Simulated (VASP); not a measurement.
A run of VASP 6.6.1 is set up as follows.

Contents of POSCAR:

```
BaTiO3
1.0
    3.9951670387      0.0000000000      0.0000000000
    0.0000000000      3.9951670387      0.0000000000
    0.0000000000      0.0000000000      4.2227019523
  Ba              Ti              O
     1     1     3
Direct
     0.0000000000000000    0.0000000000000000    0.9905853848746395
     0.5000000000000000    0.5000000000000000    0.4717193813874936
     0.5000000000000000    0.5000000000000000    0.0416894812031219
     0.5000000000000000    0.0000000000000000    0.5195028762673757
     0.0000000000000000    0.5000000000000000    0.5195028762673757
```

INCAR.step1

```
SYSTEM = BaTiO3
  ALGO = Normal
  EDIFF = 1E-8
  EDIFFG = -0.002
  ENCUT = 600
  GGA = PE
  IBRION = 2
  ISIF = 3
  ISMEAR = 0
  KPAR = 2
  LASPH = .TRUE.
  LCHARG = .FALSE.
  LREAL = .FALSE.
  LWAVE = .FALSE.
  NELM = 80
  NSW = 40
  PREC = Accurate
  SIGMA = 0.03
```

File INCAR.step2:

```
SYSTEM = BaTiO3
  ALGO = Normal
  EDIFF = 1E-8
  ENCUT = 600
  GGA = PE
  IBRION = 6
  ISIF = 3
  ISMEAR = 0
  KPAR = 2
  LASPH = .TRUE.
  LCHARG = .FALSE.
  LEPSILON = .TRUE.
  LREAL = .FALSE.
  LWAVE = .FALSE.
  NELM = 80
  NFREE = 2
  NSW = 1
  POTIM = 0.015
  PREC = Accurate
  SIGMA = 0.03
```

The input KPOINTS:

```
k-points
0
Monkhorst
  10 10 10
  0 0 0
```

Potentials or basis: VASP PAW PBE potentials, release 64 (Ba_sv, Ti_sv, O).

The run is started by

```console
$ cat potpaw_PBE.64/Ba_sv/POTCAR potpaw_PBE.64/Ti_sv/POTCAR potpaw_PBE.64/O/POTCAR > POTCAR
$ cp INCAR.step1 INCAR
$ mpirun -np 2 vasp_std > vasp.out
$ cp CONTCAR POSCAR
$ cp INCAR.step2 INCAR
$ mpirun -np 2 vasp_std > vasp.out
```

(1) Predict the electronic dielectric tensor (diagonal).

(2) Predict the Born charges (mean of the diagonal).

(3) What does it give for the Voigt bulk modulus?

(4) What does it give for the most unstable mode?

(5) Estimate the highest phonon frequency at Γ, LO-TO splitting left out.

Results:

(1) 6.18, 6.18, 5.14.

(2) Ba +2.76; Ti +6.19; O -2.61, -3.17 e.

(3) 124 GPa.

(4) 133i cm⁻¹.

(5) 571 cm⁻¹.

Caveat: some modes are imaginary.
